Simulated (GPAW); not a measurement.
# Dielectric function and optical constants of BP, part 2 of 2

Aim: the dielectric function of BP, and the optical constants that follow from it.

GPAW 26.7.0; DFT, PBE, plane-wave PAW (GPAW data sets), scalar-relativistic, RPA, optical limit.

So far. Step 2 (Ground state): There is a gap, 1.26 eV on this mesh (points off the mesh can give less), so no carriers' term is needed.

### Step 4. Dielectric function, RPA

Transitions between filled and empty bands, summed over the zone, give the optical response, so mesh, band count and broadening shape it.

The induced potential is part of this response.

This step: DFT, PBE, plane-wave PAW (GPAW data sets), scalar-relativistic, RPA, optical limit (GPAW 26.7.0).

File df.py:

```python
from gpaw.response.df import DielectricFunction

df = DielectricFunction('full.gpw', frequencies={'type': 'nonlinear', 'domega0': 0.03, 'omega2': 8},
                        ecut=50,
                        eta=0.12,
                        nbands=20,
                        txt='df.txt')
for direction in ['x', 'z']:
    df.get_dielectric_function(xc='RPA', direction=direction, filename=f'df_{direction}.csv')
```

Launch:

```bash
> OMP_NUM_THREADS=1 python df.py
```

Numbers of over 12 decimals in the logs are rounded to 6 here.

The program printed:

```text
Using integrator: PointIntegrator
NonLinearFrequencyDescriptor(from 0.000 to 52.646 eV, 472 points)
Nonperiodic BCs:  [False False False]
Using integrator: PointIntegrator
NonLinearFrequencyDescriptor(from 0.000 to 52.646 eV, 472 points)
Nonperiodic BCs:  [False False False]

Calculating chi0 body with:
    Ground state adapter containing:
    Number of spins: 1
    Number of kpoints: 2744
    Number of irreducible kpoints: 104
    Number of completely occupied states: 4
    Number of partially occupied states: 4

    Linear response parametrization:
    q_c: [0.0, 0.0, 0.0]
    Number of frequency points: 472
    Planewave cutoff: 50.0
    Number of bands: 20
    Number of planewaves: 15
    Broadening (eta): 0.12

Integrating chi0 body.

Symmetries of q_c:
    Direct symmetries (Uq -> q): 24
    Indirect symmetries (TUq -> q): 24
In total 48 allowed symmetries.

104 groups of equivalent kpoints. 96.209913% reduction.

Integral kind: spectral function

Calculating chi0 optical extensions with:
    Ground state adapter containing:
    Number of spins: 1
    Number of kpoints: 2744
    Number of irreducible kpoints: 104
    Number of completely occupied states: 4
    Number of partially occupied states: 4

    Linear response parametrization:
    Number of frequency points: 472
    Planewave cutoff: 50.0
    Number of bands: 20
    Number of planewaves: 15
    Broadening (eta): 0.12
Integrating chi0 head and wings.

Symmetries of q_c:
    Direct symmetries (Uq -> q): 24
    Indirect symmetries (TUq -> q): 24
In total 48 allowed symmetries.

104 groups of equivalent kpoints. 96.209913% reduction.

Integral kind: spectral function wings
```

Wall time 4.2 s (1 thread of Arm Neoverse V2, shared host); peak memory 0.2 GiB.

Read-outs, printed or worked out from the files:

* electronic dielectric constant ε∞, mean over x, y and z (by symmetry where fewer were run): 8.941
* main peak of Im epsilon, first axis: 5.779 eV

Some rows of df_x.csv (energy; Re and Im without local fields; Re and Im with them):

```text
0.000000, 9.424710, 0.000000, 8.940619, -0.000000
0.429336, 9.470436, 0.025789, 8.982947, 0.023871
0.878195, 9.620240, 0.055120, 9.121589, 0.051004
1.347938, 9.904441, 0.091877, 9.384497, 0.084967
1.840057, 10.379526, 0.143688, 9.823654, 0.132758
2.356191, 11.161514, 0.229708, 10.545679, 0.211947
2.898142, 12.552159, 0.426402, 11.827587, 0.392710
3.467895, 15.315019, 1.749170, 14.363974, 1.608540
4.067647, 15.990192, 4.654627, 14.970062, 4.283109
4.699832, 16.374481, 8.373868, 15.357879, 7.662097
5.367152, 20.844578, 18.481768, 19.468698, 16.682815
6.072622, -0.756541, 20.075828, -0.353915, 18.616800
6.819608, -10.349807, 14.629327, -9.249920, 14.517404
7.611886, -6.696913, 5.757263, -6.396201, 5.747839
8.453705, -3.680099, 7.459460, -3.010593, 7.041894
9.349861, -5.487376, 4.105554, -5.053999, 4.289166
10.305790, -3.177839, 2.211231, -2.947735, 2.128073
11.327680, -2.532892, 2.177519, -2.335838, 2.236462
12.422601, -2.034937, 1.253206, -1.915507, 1.265780
13.598673, -1.559121, 1.155481, -1.401670, 1.192274
```

The Im ε, E ∥ x or z has structure finer than the step of the table below, so its rows give means over 0.25 eV, whole bins alone (the curve runs from 0 to 14.0 eV). Peaks (eV: height): 5.765: 31.3, 6.494: 27.8.

Values under the direct gap are tails of Lorentzian lines. The Im ε, E ∥ x or z by photon energy; means over each step:

photon energy (eV), Im ε, E ∥ x or z and a bar:
```
     0.25        0.0 
     0.50        0.0 
     0.75        0.0 
     1.00        0.1 
     1.25        0.1 
     1.50        0.1 
     1.75        0.1 
     2.00        0.2 
     2.25        0.2 
     2.50        0.2 
     2.75        0.3 
     3.00        0.5 
     3.25        0.9 #
     3.50        1.9 ##
     3.75        4.2 ####
     4.00        4.3 ####
     4.25        5.1 #####
     4.50        8.1 ########
     4.75        7.8 ########
     5.00       10.7 ###########
     5.25       14.7 ###############
     5.50       21.6 ######################
     5.75       30.0 ##############################
     6.00       22.4 ######################
     6.25       19.7 ####################
     6.50       25.6 ##########################
     6.75       17.0 #################
     7.00       13.2 #############
     7.25        9.6 ##########
     7.50        7.0 #######
     7.75        5.7 ######
     8.00        6.2 ######
     8.25        6.3 ######
     8.50        7.1 #######
     8.75        7.0 #######
     9.00        5.9 ######
     9.25        4.7 #####
     9.50        3.8 ####
     9.75        3.1 ###
    10.00        2.3 ##
    10.25        2.2 ##
    10.50        2.2 ##
    10.75        2.5 ###
    11.00        2.8 ###
    11.25        2.4 ##
    11.50        2.4 ##
    11.75        2.4 ##
    12.00        1.9 ##
    12.25        1.3 #
    12.50        1.3 #
    12.75        1.3 #
    13.00        1.4 #
    13.25        1.3 #
    13.50        1.2 #
    13.75        1.2 #
```

Re ε, E ∥ x or z against photon energy:

```
photon energy (eV)  Re ε, E ∥ x or z
               0.0              8.94
               0.5              9.00
               1.0              9.18
               1.5              9.50
               2.0              10.0
               2.5              10.8
               3.0              12.2
               3.5              14.6
               4.0              14.5
               4.5              16.1
               5.0              18.8
               5.5              19.9
               6.0             -2.27
               6.5             -1.81
               7.0             -8.62
               7.5             -7.46
               8.0             -3.91
               8.5             -3.18
               9.0             -5.27
               9.5             -4.64
              10.0             -3.59
              10.5             -2.37
              11.0             -2.29
              11.5             -2.12
              12.0             -2.65
              12.5             -1.86
              13.0             -1.59
              13.5             -1.46
```

Refractive index n and extinction k against photon energy:

```
photon energy (eV)      n        k
               0.0   2.99        0
               0.5   3.00  0.00466
               1.0   3.03  0.00975
               1.5   3.08   0.0159
               2.0   3.16   0.0242
               2.5   3.29   0.0372
               3.0   3.49   0.0660
               3.5   3.83    0.227
               4.0   3.85    0.537
               4.5   4.14     1.02
               5.0   4.49     1.20
               5.5   4.95     2.15
               6.0   3.11     3.45
               6.5   3.61     3.85
               7.0   1.94     3.52
               7.5   1.17     2.97
               8.0   1.32     2.38
               8.5   1.52     2.34
               9.0   1.14     2.56
               9.5  0.818     2.30
              10.0  0.575     1.98
              10.5  0.649     1.67
              11.0  0.828     1.73
              11.5  0.751     1.64
              12.0  0.565     1.72
              12.5  0.465     1.44
              13.0  0.533     1.37
              13.5  0.461     1.29
```

The reflectivity at normal incidence, E ∥ x or z by photon energy; read off at these points:

photon energy (eV), reflectivity at normal incidence, E ∥ x or z (%) and a bar from the least value:
```
    0.000       24.9 
    0.250       24.9 
    0.500       25.0 
    0.750       25.1 
    1.000       25.4 
    1.250       25.7 #
    1.500       26.0 #
    1.750       26.5 #
    2.000       27.0 #
    2.250       27.7 ##
    2.500       28.5 ###
    2.750       29.5 ###
    3.000       30.8 ####
    3.250       32.5 #####
    3.500       34.4 #######
    3.750       36.2 ########
    4.000       35.3 #######
    4.250       37.2 #########
    4.500       39.7 ##########
    4.750       38.9 ##########
    5.000       43.1 #############
    5.250       45.8 ###############
    5.500       50.5 ##################
    5.750       57.0 ######################
    5.918       59.4 ########################
    6.000       56.8 ######################
    6.250       50.7 ##################
    6.500       60.0 #########################
    6.656       66.7 #############################
    6.750       65.5 ############################
    7.000       63.1 ###########################
    7.210       66.1 #############################
    7.250       66.0 #############################
    7.500       65.4 ############################
    7.750       56.1 ######################
    8.000       52.2 ###################
    8.250       48.1 ################
    8.500       48.7 #################
    8.750       53.3 ####################
    9.000       59.1 ########################
    9.250       60.8 #########################
    9.500       62.0 ##########################
    9.750       65.5 ############################
    9.888       67.9 ##############################
   10.000       64.1 ###########################
   10.250       60.3 #########################
   10.500       52.9 ####################
   10.750       46.1 ###############
   11.000       47.6 ################
   11.250       53.0 ####################
   11.500       47.8 ################
   11.750       52.4 ###################
   12.000       58.3 #######################
   12.250       64.5 ############################
   12.500       55.9 ######################
   12.750       54.9 #####################
   13.000       49.6 #################
   13.250       52.0 ###################
   13.500       51.6 ###################
   13.750       49.0 #################
```

Values under the direct gap are tails of Lorentzian lines. Loss function −Im 1/ε at q → 0, E ∥ x or z against energy loss; read off at these points:

```
energy loss (eV)  loss function −Im 1/ε at q → 0, E ∥ x or z
           0.000                                           0
           0.250                                      1.7e-4
           0.500                                      3.4e-4
           0.750                                      5.2e-4
           1.000                                      7.0e-4
           1.250                                      8.9e-4
           1.500                                     0.00109
           1.750                                     0.00130
           2.000                                     0.00152
           2.250                                     0.00178
           2.500                                     0.00209
           2.750                                     0.00248
           3.000                                     0.00310
           3.250                                     0.00466
           3.500                                     0.00803
           3.750                                      0.0179
           4.000                                      0.0181
           4.250                                      0.0171
           4.500                                      0.0257
           4.750                                      0.0239
           5.000                                      0.0230
           5.250                                      0.0257
           5.500                                      0.0250
           5.750                                      0.0293
           6.000                                      0.0462
           6.250                                      0.0504
           6.500                                      0.0357
           6.750                                      0.0440
           7.000                                      0.0524
           7.250                                      0.0565
           7.500                                      0.0669
           7.750                                       0.109
           8.000                                       0.115
           8.250                                       0.129
           8.500                                       0.117
           8.750                                       0.104
           9.000                                      0.0943
           9.250                                      0.0986
           9.500                                       0.105
           9.750                                      0.0990
          10.000                                       0.126
          10.250                                       0.154
          10.500                                       0.210
          10.750                                       0.243
          11.000                                       0.213
          11.250                                       0.198
          11.500                                       0.233
          11.750                                       0.200
          12.000                                       0.180
          12.250                                       0.175
          12.500                                       0.255
          12.750                                       0.284
          13.000                                       0.313
          13.250                                       0.310
          13.500                                       0.335
          13.686                                       0.365
          13.750                                       0.361
```

From ε follow the optical constants at some laser and lamp lines:

```
wavelength (nm)     n      k  R (%)     1/α
           1064  3.04  0.012   25.5  7.3 µm
            800  3.09  0.017   26.1  3.8 µm
            532  3.24  0.032   27.9  1.3 µm
            450  3.38  0.048   29.5  744 nm
            405  3.52  0.073   31.2  442 nm
            308  3.87  0.536   35.5   46 nm
            193  3.70  3.339   55.5  4.6 nm
```

Below the direct gap, k and the depth come from the tails of the Lorentzian lines, not from transitions.

Rows near the edge hang on the gap, which this functional as a rule makes too small, and phonon-assisted absorption is left out.

### Step 5. Outcome

- electronic dielectric constant ε∞, mean over x, y and z (by symmetry where fewer were run) (RPA): 8.94
- main peak of Im epsilon, first axis: 5.78 eV

In words: At this level (PBE, RPA) BP has ε∞ = 8.94 and n = 3.01 at 1550 nm, and Im ε peaks at 5.8 eV. On the mesh the gap is 1.25 eV and the least direct gap 3.41 eV, so on this mesh the band edges lie at different points. Local fields change the static value along x from 9.42 to 8.94 (-5 %). Distinct maxima of Im ε, read by a parabola through the highest points, lie at 5.78 eV (31), 6.52 eV (28) and 8.62 eV (7.3). Excitons and phonon-assisted transitions are missing; PBE gaps are as a rule too small, which pulls the onset down and ε∞ up. The sum runs over mesh points, so small or evenly spaced maxima can still be ripples of the mesh.

[Machine, clock and banner lines and Python warnings are left out of the logs.]

[Logs are printed without paths, hosts, clocks, repeated set-up lines and the standing remarks that a program may print on its own settings, such as how far it seeks lower states.]

[Hosts, paths, dates, database ids (printed as entryN), source tags and the programs' standing remarks are cut or masked in the printed files.]
